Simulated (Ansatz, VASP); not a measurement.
## Sn4S: VASP beside Ansatz

```
Sn S
1.0
     5.37560    0.00000    0.00000
     0.00000    5.37560    0.00000
     0.00000    0.00000    5.37560
Sn S
4 1
Direct
  0.00000 0.50000 0.50000
  0.50000 0.00000 0.50000
  0.50000 0.50000 0.00000
  0.00000 0.00000 0.00000
  0.50000 0.50000 0.50000
```

Alike in both runs: functional PBE; k mesh 4 × 4 × 4; occupations gaussian, width 0.1 eV; no spin polarisation.

Ansatz relaxed the structure, and its values are those at the end. VASP's run is a single point on that final structure, the one shown.

|  | VASP | Ansatz |
| --- | --- | --- |
| version | VASP 6.6.1 | Ansatz 0.2.0 |
| potentials or method | VASP PAW PBE potentials, release 64 (Sn_d, S) | scalar-relativistic, plane waves, PAW |
| plane-wave cutoff (eV) | 520 | 420 |
| valence electrons in the cell | 62 | 62 |

|  | VASP | Ansatz | Ansatz less VASP |
| --- | --- | --- | --- |
| gap on the k mesh at the Fermi level (eV) | none | none | - |
| pressure (GPa) | -0.1 | 0.0 | +0.06 |

A gap of «none» marks a metal or a gap that the smearing closes. With one functional, cell and mesh, what is left measures potentials, basis and numerics.
